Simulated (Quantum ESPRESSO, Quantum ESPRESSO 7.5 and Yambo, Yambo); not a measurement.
**A GW chain in Yambo: BeTe (F-43m)**

How does a plane-wave GW calculation on BeTe (F-43m) run from the first input to the gap?

Main program and level: Quantum ESPRESSO 7.5 and Yambo 5.3.0; PBE and many-body steps on it, plane waves.

**What was measured.**

- Gap 2.7 eV: absolute (indirect, Gamma to X) gap; bulk crystal (quoted from earlier experiment) (quoted in “The band structure of BeTe - a combined experimental and theoretical study”, 1997, arxiv:cond-mat/9712266).

- Gap 2.8 eV: absolute (indirect, Gamma to X) gap, second literature value; film (quoted from earlier experiment) (quoted in “The band structure of BeTe - a combined experimental and theoretical study”, 1997, arxiv:cond-mat/9712266).

### 1. Set-up

The structure is cubic, space group F-43m (No. 216). The conventional cell has a = 5.663 Å, b = 5.663 Å, c = 5.663 Å, α = 90.00°, β = 90.00°, γ = 90.00°. Nearest to Be lie 4 Te at 2.45 Å. Te has 4 Be at 2.45 Å nearest. Farther neighbours and most contacts between anions are not listed.

The cell and positions are those that the Materials Project relaxed with its own functionals (PBE, PBE+U or r2SCAN), kept fixed. Spin-orbit coupling is left out unless a step names it.

### 2. Ground state

This step: Quantum ESPRESSO 7.5; DFT, PBE, plane waves, norm-conserving pseudopotentials.

The ground-state density comes first.

File pw.in:

```
&control
  calculation = 'scf'
  prefix = 'x'
  outdir = 'o'
  pseudo_dir = 'pseudo'
/
&system
  ibrav = 0
  nat = 2
  ntyp = 2
  ecutwfc = 88.0
  nbnd = 19
  force_symmorphic = .true.
/
&electrons
  conv_thr = 1e-10
  electron_maxstep = 80
  mixing_beta = 0.5
/
ATOMIC_SPECIES
  Be 9.012 Be.upf
  Te 127.6 Te.upf
CELL_PARAMETERS angstrom
  -0.0000000000 2.8314587876 2.8314587876
  2.8314587876 0.0000000000 2.8314587876
  2.8314587876 2.8314587876 0.0000000000
ATOMIC_POSITIONS crystal
  Be 0.0000000000 0.0000000000 0.0000000000
  Te 0.7500000000 0.7500000000 0.7500000000
K_POINTS automatic
  6 6 6 0 0 0
```

Started as:

```console
$ OMP_NUM_THREADS=1 mpirun -n 4 pw.x -nk 4 -in pw.in > pw.out
```

The program printed:

```text
Program PWSCF v.7.5 starts

     This program is part of the open-source Quantum ESPRESSO suite
     for quantum simulation of materials; please cite
         "P. Giannozzi et al., J. Phys.:Condens. Matter 21 395502 (2009);
         "P. Giannozzi et al., J. Phys.:Condens. Matter 29 465901 (2017);
         "P. Giannozzi et al., J. Chem. Phys. 152 154105 (2020);
     in publications or presentations arising from this work. More details at
     Message from routine setup:
     using ibrav=0 with symmetry is DISCOURAGED, use correct ibrav instead

     G-vector sticks info

     bravais-lattice index     =            0
     lattice parameter (alat)  =       7.5670  a.u.
     unit-cell volume          =     306.3778 (a.u.)^3
     number of atoms/cell      =            2
     number of atomic types    =            2
     number of electrons       =        28.00
     number of Kohn-Sham states=           19
     kinetic-energy cutoff     =      88.0000  Ry
     charge density cutoff     =     352.0000  Ry
     scf convergence threshold =      1.0E-10
     mixing beta               =       0.5000
     number of iterations used =            8  plain     mixing
     Exchange-correlation= PBE
                           (   1   4   3   4   0   0   0)

     celldm(1)=   7.567007  celldm(2)=   0.000000  celldm(3)=   0.000000
     celldm(4)=   0.000000  celldm(5)=   0.000000  celldm(6)=   0.000000

     crystal axes: (cart. coord. in units of alat)
               a(1) = (  -0.000000   0.707107   0.707107 )
               a(2) = (   0.707107   0.000000   0.707107 )
               a(3) = (   0.707107   0.707107   0.000000 )

     reciprocal axes: (cart. coord. in units 2 pi/alat)
               b(1) = ( -0.707107  0.707107  0.707107 )
               b(2) = (  0.707107 -0.707107  0.707107 )
               b(3) = (  0.707107  0.707107 -0.707107 )
     Pseudo is Norm-conserving, Zval =  4.0
     Generated using ONCVPSP code by D. R. Hamann
     Using radial grid of 1358 points,  4 beta functions with:
     Pseudo is Norm-conserving + core correction, Zval = 24.0
     Generated using ONCVPSP code by D. R. Hamann
     Using radial grid of 1294 points,  8 beta functions with:
     Be                4.00     9.01200     Be( 1.00)
     Te               24.00   127.60000     Te( 1.00)

     24 Sym. Ops. (no inversion) found

   Cartesian axes

     site n.     atom                  positions (alat units)
         1        Be     tau(   1) = (   0.0000000   0.0000000   0.0000000  )
         2        Te     tau(   2) = (   1.0606602   1.0606602   1.0606602  )

     number of k points=    16
                       cart. coord. in units 2pi/alat
        k(    1) = (   0.0000000   0.0000000   0.0000000), wk =   0.0092593
        k(    2) = (   0.1178511   0.1178511  -0.1178511), wk =   0.0740741
        k(    3) = (   0.2357023   0.2357023  -0.2357023), wk =   0.0740741
        k(    4) = (  -0.3535534  -0.3535534   0.3535534), wk =   0.0370370
        k(    5) = (   0.2357023   0.0000000  -0.0000000), wk =   0.0555556
        k(    6) = (   0.3535534   0.1178511  -0.1178511), wk =   0.2222222
        k(    7) = (  -0.2357023  -0.4714045   0.4714045), wk =   0.2222222
        k(    8) = (  -0.1178511  -0.3535534   0.3535534), wk =   0.2222222
        k(    9) = (   0.0000000  -0.2357023   0.2357023), wk =   0.1111111
        k(   10) = (   0.4714045   0.0000000  -0.0000000), wk =   0.0555556
     [... 4 further rows ...]
        k(   15) = (  -0.1178511  -0.3535534   0.5892557), wk =   0.2222222
        k(   16) = (  -0.7071068   0.2357023   0.0000000), wk =   0.1111111

     Dense  grid:    34327 G-vectors     FFT dimensions: (  45,  45,  45)

     Initial potential from superposition of free atoms

     starting charge      27.9996, renormalised to      28.0000
     Starting wfcs are   15 randomized atomic wfcs +    4 random wfcs

     per-process dynamical memory:    27.1 Mb

     Self-consistent Calculation

     iteration #  1     ecut=    88.00 Ry     beta= 0.50

     Threshold (ethr) on eigenvalues was too large:
     Diagonalizing with lowered threshold

     total energy              =    -588.95475943 Ry
     estimated scf accuracy    <       0.03227431 Ry

     iteration #  2     ecut=    88.00 Ry     beta= 0.50

     total energy              =    -588.95643516 Ry
     estimated scf accuracy    <       0.00414585 Ry

     iteration #  3     ecut=    88.00 Ry     beta= 0.50

     total energy              =    -588.95666792 Ry
     estimated scf accuracy    <       0.00028314 Ry

     iteration #  4     ecut=    88.00 Ry     beta= 0.50

     total energy              =    -588.95669241 Ry
     estimated scf accuracy    <       0.00001333 Ry

     iteration #  5     ecut=    88.00 Ry     beta= 0.50

     total energy              =    -588.95669469 Ry
     estimated scf accuracy    <       0.00000053 Ry

     iteration #  6     ecut=    88.00 Ry     beta= 0.50

     total energy              =    -588.95669488 Ry
     estimated scf accuracy    <       0.00000001 Ry

     iteration #  7     ecut=    88.00 Ry     beta= 0.50

     total energy              =    -588.95669489 Ry
     estimated scf accuracy    <          4.4E-09 Ry

     iteration #  8     ecut=    88.00 Ry     beta= 0.50

     total energy              =    -588.95669489 Ry
     estimated scf accuracy    <          3.4E-10 Ry

     iteration #  9     ecut=    88.00 Ry     beta= 0.50

     End of self-consistent calculation

          k = 0.0000 0.0000 0.0000 (  4279 PWs)   bands (ev):

  -150.4589-100.4840-100.4840-100.4840 -91.9314 -27.7629 -27.7629 -27.7629
   -27.7508 -27.7508  -3.7514   8.4384   8.4384   8.4384  12.0832  12.0832
    12.0832  12.1482  16.7384

          k = 0.1179 0.1179-0.1179 (  4285 PWs)   bands (ev):

  -150.4589-100.4840-100.4840-100.4840 -91.9314 -27.7621 -27.7621 -27.7621
   -27.7510 -27.7510  -3.4996   6.4828   8.0719   8.0719  11.8896  12.6145
    12.6145  14.1380  17.3592

          k = 0.2357 0.2357-0.2357 (  4272 PWs)   bands (ev):

  -150.4589-100.4840-100.4840-100.4840 -91.9313 -27.7612 -27.7606 -27.7606
   -27.7506 -27.7506  -2.8730   4.0717   7.5445   7.5445  11.6015  13.0798
    13.0798  16.1943  17.7324

          k =-0.3536-0.3536 0.3536 (  4314 PWs)   bands (ev):

     [... further k-points ...]

     highest occupied, lowest unoccupied level (ev):     8.4384   10.4653

!    total energy              =    -588.95669489 Ry
     estimated scf accuracy    <          3.5E-11 Ry

     The total energy is the sum of the following terms:
     one-electron contribution =    -453.99447766 Ry
     hartree contribution      =     210.24226870 Ry
     xc contribution           =     -77.18162023 Ry
     ewald contribution        =    -268.02286570 Ry

     convergence has been achieved in   9 iterations

     XML data file, charge density, pseudopotentials, collected wavefunctions

=------------------------------------------------------------------------------=
   JOB DONE.
=------------------------------------------------------------------------------=
```

Elapsed: 7 s, on 4 MPI ranks of Arm Neoverse V1, shared host; peak memory 0.28 GiB.

Numbers from this step:

* total energy: -8013.1641 eV
* gap: 2.027 eV
* k of the valence top: 0, 0, 0
* k of the conduction bottom: 0, -0.5, -0.5
* least direct gap: 3.645 eV

The gap is indirect, with the least direct gap 1.62 eV higher.

### 3. Bands along the symmetry lines

The cheap functional maps the bands first; the places of the edges decide which points the dearer methods must see.

File pw.in:

```
&control
  calculation = 'bands'
  prefix = 'x'
  outdir = 'o'
  pseudo_dir = 'pseudo'
/
&system
  ibrav = 0
  nat = 2
  ntyp = 2
  ecutwfc = 88.0
  nbnd = 20
  force_symmorphic = .true.
/
&electrons
  conv_thr = 1e-9
  electron_maxstep = 80
  diago_full_acc = .true.
  diago_thr_init = 5e-6
/
ATOMIC_SPECIES
  Be 9.012 Be.upf
  Te 127.6 Te.upf
CELL_PARAMETERS angstrom
  -0.0000000000 2.8314587876 2.8314587876
  2.8314587876 0.0000000000 2.8314587876
  2.8314587876 2.8314587876 0.0000000000
ATOMIC_POSITIONS crystal
  Be 0.0000000000 0.0000000000 0.0000000000
  Te 0.7500000000 0.7500000000 0.7500000000
K_POINTS crystal
  50
  0.00000000 0.00000000 0.00000000 1
  -0.06250000 -0.06250000 0.00000000 1
  -0.12500000 -0.12500000 0.00000000 1
  -0.18750000 -0.18750000 0.00000000 1
  -0.25000000 -0.25000000 0.00000000 1
  -0.31250000 -0.31250000 0.00000000 1
  -0.37500000 -0.37500000 0.00000000 1
  -0.43750000 -0.43750000 0.00000000 1
  -0.50000000 -0.50000000 0.00000000 1
  -0.48437500 -0.48437500 0.03125000 1
  -0.46875000 -0.46875000 0.06250000 1
  -0.45312500 -0.45312500 0.09375000 1
  -0.43750000 -0.43750000 0.12500000 1
  -0.42187500 -0.42187500 0.15625000 1
  -0.40625000 -0.40625000 0.18750000 1
  -0.39062500 -0.39062500 0.21875000 1
  -0.37500000 -0.37500000 0.25000000 1
  -0.37500000 0.00000000 0.37500000 1
  -0.32812500 0.00000000 0.32812500 1
  -0.28125000 0.00000000 0.28125000 1
  -0.23437500 0.00000000 0.23437500 1
  -0.18750000 0.00000000 0.18750000 1
  -0.14062500 0.00000000 0.14062500 1
  -0.09375000 0.00000000 0.09375000 1
  -0.04687500 0.00000000 0.04687500 1
  0.00000000 0.00000000 0.00000000 1
  0.00000000 0.00000000 0.06250000 1
  0.00000000 0.00000000 0.12500000 1
  0.00000000 0.00000000 0.18750000 1
  0.00000000 0.00000000 0.25000000 1
  0.00000000 0.00000000 0.31250000 1
  0.00000000 0.00000000 0.37500000 1
  0.00000000 0.00000000 0.43750000 1
  -0.00000000 -0.00000000 0.50000000 1
  -0.06250000 -0.03125000 0.46875000 1
  -0.12500000 -0.06250000 0.43750000 1
  -0.18750000 -0.09375000 0.40625000 1
  -0.25000000 -0.12500000 0.37500000 1
  -0.31250000 -0.15625000 0.34375000 1
  -0.37500000 -0.18750000 0.31250000 1
  -0.43750000 -0.21875000 0.28125000 1
  -0.50000000 -0.25000000 0.25000000 1
  -0.50000000 -0.28125000 0.21875000 1
  -0.50000000 -0.31250000 0.18750000 1
  -0.50000000 -0.34375000 0.15625000 1
  -0.50000000 -0.37500000 0.12500000 1
  -0.50000000 -0.40625000 0.09375000 1
  -0.50000000 -0.43750000 0.06250000 1
  -0.50000000 -0.46875000 0.03125000 1
  -0.50000000 -0.50000000 0.00000000 1
```

The program printed:

```text
[banner, memory and clock lines left out]
Program PWSCF v.7.5 starts

     Atomic positions and unit cell read from directory:
     o/x.save/

     Message from routine setup:
     using ibrav=0 with symmetry is DISCOURAGED, use correct ibrav instead

     G-vector sticks info

     bravais-lattice index     =            0
     lattice parameter (alat)  =       7.5670  a.u.
     unit-cell volume          =     306.3778 (a.u.)^3
     number of atoms/cell      =            2
     number of atomic types    =            2
     number of electrons       =        28.00
     number of Kohn-Sham states=           20
     kinetic-energy cutoff     =      88.0000  Ry
     charge density cutoff     =     352.0000  Ry
     Exchange-correlation= PBE
                           (   1   4   3   4   0   0   0)

     celldm(1)=   7.567007  celldm(2)=   0.000000  celldm(3)=   0.000000
     celldm(4)=   0.000000  celldm(5)=   0.000000  celldm(6)=   0.000000

     crystal axes: (cart. coord. in units of alat)
               a(1) = (  -0.000000   0.707107   0.707107 )
               a(2) = (   0.707107   0.000000   0.707107 )
               a(3) = (   0.707107   0.707107   0.000000 )

     reciprocal axes: (cart. coord. in units 2 pi/alat)
               b(1) = ( -0.707107  0.707107  0.707107 )
               b(2) = (  0.707107 -0.707107  0.707107 )
               b(3) = (  0.707107  0.707107 -0.707107 )
     Pseudo is Norm-conserving, Zval =  4.0
     Generated using ONCVPSP code by D. R. Hamann
     Using radial grid of 1358 points,  4 beta functions with:
     Pseudo is Norm-conserving + core correction, Zval = 24.0
     Generated using ONCVPSP code by D. R. Hamann
     Using radial grid of 1294 points,  8 beta functions with:
     Be                4.00     9.01200     Be( 1.00)
     Te               24.00   127.60000     Te( 1.00)

     24 Sym. Ops. (no inversion) found

   Cartesian axes

     site n.     atom                  positions (alat units)
         1        Be     tau(   1) = (   0.0000000   0.0000000   0.0000000  )
         2        Te     tau(   2) = (   1.0606602   1.0606602   1.0606602  )

     number of k points=    50
                       cart. coord. in units 2pi/alat
        k(    1) = (   0.0000000   0.0000000   0.0000000), wk =   0.0400000
        k(    2) = (   0.0000000   0.0000000  -0.0883883), wk =   0.0400000
        k(    3) = (   0.0000000   0.0000000  -0.1767767), wk =   0.0400000
[...]
[... 38 further rows ...]
        k(   49) = (   0.0441942  -0.0000000  -0.7071068), wk =   0.0400000
        k(   50) = (   0.0000000   0.0000000  -0.7071068), wk =   0.0400000

     Dense  grid:    34327 G-vectors     FFT dimensions: (  45,  45,  45)

     The potential is recalculated from file :
     o/x.save/charge-density

     Starting wfcs are   15 randomized atomic wfcs +    5 random wfcs

     Band Structure Calculation

     End of band structure calculation

          k = 0.0000 0.0000 0.0000 (  4279 PWs)   bands (ev):

  -150.4588-100.4840-100.4840-100.4840 -91.9314 -27.7629 -27.7629 -27.7629
   -27.7508 -27.7508  -3.7514   8.4384   8.4384   8.4384  12.0832  12.0832
    12.0832  12.1482  16.7384  18.8475

          k = 0.0000 0.0000-0.0884 (  4288 PWs)   bands (ev):

  -150.4588-100.4840-100.4840-100.4840 -91.9314 -27.7629 -27.7626 -27.7626
   -27.7512 -27.7507  -3.7028   8.1040   8.2469   8.2469  11.9582  12.3498
    12.3498  12.5090  16.8821  17.8902

          k = 0.0000 0.0000-0.1768 (  4280 PWs)   bands (ev):

  -150.4588-100.4840-100.4840-100.4840 -91.9314 -27.7628 -27.7618 -27.7618
   -27.7513 -27.7504  -3.5595   7.3486   7.8013   7.8013  11.7058  13.0178
    13.0178  13.1562  16.6059  17.5977

          k =-0.0000 0.0000-0.2652 (  4264 PWs)   bands (ev):

[...]
k = 0.0000 0.0000-0.3536 (  4256 PWs)   bands (ev):

[...]
k = 0.0000-0.0000-0.4419 (  4260 PWs)   bands (ev):

[...]
k =-0.0000 0.0000-0.5303 (  4276 PWs)   bands (ev):

[...]
k = 0.0000-0.0000-0.6187 (  4272 PWs)   bands (ev):

[...]
k = 0.5303-0.0000-0.5303 (  4272 PWs)   bands (ev):

[...]
k = 0.0000 0.0000 0.0000 (  4279 PWs)   bands (ev):

[...]
k = 0.1326 0.0000-0.7071 (  4260 PWs)   bands (ev):

[...]
k = 0.0884-0.0000-0.7071 (  4258 PWs)   bands (ev):

[...]
k = 0.0442-0.0000-0.7071 (  4258 PWs)   bands (ev):

  -150.4588-100.4840-100.4840-100.4840 -91.9314 -27.7637 -27.7567 -27.7566
   -27.7527 -27.7484  -1.9773   3.4354   5.8247   5.8357  10.5359  11.2155
    17.9953  18.0036  19.8361  21.0507

          k = 0.0000 0.0000-0.7071 (  4264 PWs)   bands (ev):

  -150.4588-100.4840-100.4840-100.4840 -91.9314 -27.7640 -27.7567 -27.7567
   -27.7528 -27.7484  -1.9784   3.4227   5.8607   5.8607  10.4653  11.1494
    18.0844  18.0844  19.9022  21.2690

     XML data file, pseudopotentials, collected wavefunctions
```

The job ended after 5.8 s (4 MPI ranks; peak memory 0.24 GiB).

This step gave:

```
gap                        : 2.027 eV
k of the valence top       : 0, 0, 0
k of the conduction bottom : -0.5, -0.5, 0
least direct gap           : 3.645 eV
```

The gap is 2.027 eV, as in the run before at this level.

Electronic bands along the path, in eV, zero at the top of the highest filled band:

```tsv
point	band 11	band 12	band 13	band 14	band 15	band 16	band 17	band 18
Γ	-12.19	0.00	0.00	0.00	3.64	3.64	3.64	3.71
halfway	-11.47	-2.86	-1.63	-1.63	2.65	4.41	6.43	6.43
X	-10.42	-5.02	-2.58	-2.58	2.03	2.71	9.65	9.65
halfway	-10.41	-4.92	-3.06	-2.47	2.35	3.37	9.06	9.11
U	-10.44	-4.67	-3.78	-2.17	2.75	5.28	7.86	8.13
jump to K	-10.44	-4.67	-3.78	-2.17	2.75	5.28	7.86	8.13
halfway	-11.41	-3.47	-2.20	-0.65	4.05	4.68	5.21	6.25
Γ	-12.19	0.00	0.00	0.00	3.64	3.64	3.64	3.71
halfway	-11.65	-3.26	-0.65	-0.65	3.29	4.51	4.51	6.96
L	-10.89	-5.43	-1.10	-1.10	3.05	4.62	4.62	7.84
halfway	-10.66	-5.01	-2.83	-1.85	4.21	4.41	6.65	7.73
W	-10.39	-4.50	-3.60	-3.12	5.30	5.54	5.60	6.15
halfway	-10.40	-4.82	-3.05	-2.87	3.05	3.67	8.22	8.40
X	-10.42	-5.02	-2.58	-2.58	2.03	2.71	9.65	9.65
```

The electronic bands as a text plot (rows in eV, shown from -8.0 to 7.9 only):

```
    7.6 |    +  ++        ++                 +++++    ++
    6.9 |                  +++              +         +++   +
    6.3 |     ++            +++++++        +            ++++
    5.6 |    +            +   ++   ++                +    +
    4.9 |  +++           +      +++      ++  ++++++++  +++ ++
    4.3 | +++ ++                ++++++  +++++     ++++++    +
    3.6 |++     ++     ++   ++++   ++++++++++       ++       +
    2.9 |  +++++  +++++  +++                 +++++++         ++++
    2.3 |       +++++++++                                      ++
    1.6 |
    1.0 |
    0.3 |*                           ***
   -0.4 | ***                   ******  *****
   -1.0 |  ***                **   **    **  ********
   -1.7 |    ***           ***   ****               ***
   -2.4 |       ***********     ***        *         * **      **
   -3.0 |     **      ***     **            *         ** *******
   -3.7 |       **       *****  *                       *****
   -4.4 |         *       ******             **         *****
   -5.0 |          *******                     **   ****     ****
   -5.7 |                                        ***
   -6.3 |
   -7.0 |
   -7.7 |
         Γ           X  U|K            Γ         L        W     X
```

[end of part 1 of 3]

[Paths, hosts, dates, memory and timing lines, banners, echoed tables and standing remarks are left out of the program output.]

[Logs are printed without paths, hosts, clocks, repeated set-up lines and the standing remarks that a program may print on its own settings, such as how far it seeks lower states.]

[Runs of the session that timed out or met a known fault of the program may be left out.]

[Hosts, paths, dates, database ids (printed as entryN), source tags and the programs' standing remarks are cut or masked in the printed files.]
